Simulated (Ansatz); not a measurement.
**Notes on BaTiO3**

```
CELL_PARAMETERS angstrom
4.01413 0.00000 0.00000
0.01100 4.01411 0.00000
0.01100 0.01097 4.01410
ATOMIC_POSITIONS crystal
Ba 0.00000 0.00000 0.00000
Ti 0.48470 0.48470 0.48470
O 0.50880 0.50880 0.01830
O 0.01830 0.50880 0.50880
O 0.50880 0.01830 0.50880
```

Single point in Ansatz 0.2.0 with PBE, no spin polarisation. Cutoff 420 eV, PAW datasets, 6×6×6 Γ-centred k mesh, fermi-dirac filling (width 0.1 eV).

**Question.** How is the charge shared?

**Answer.** Bader charges in e: Ba +1.54, Ti +2.19, O -1.24. In the mean Ti gives up most and O takes most.

**Question.** Which orbitals make up the band edges?

**Answer.** Within 0.7 eV of the edges, the states project mainly on O p (94 %) below the gap and on Ti d (84 %) and O p (13 %) above it.

**Question.** Is there a gap, and of what kind?

**Answer.** The gap is 2.43 eV, indirect (the least direct gap found is 2.80 eV).

**Question.** What does the stress say?

**Answer.** The pressure is 3.9 GPa (compression positive), so with the atoms held at these fractions the cell would first expand.

**Question.** Where is the largest force?

**Answer.** The largest is on Ba1: 0.12 eV/Å, components (-0.07, -0.07, -0.07). It makes 37° with the line to a nearest neighbour, O3 at 2.79 Å, pointing towards it.

Origin: a database entry at a rescaled volume.
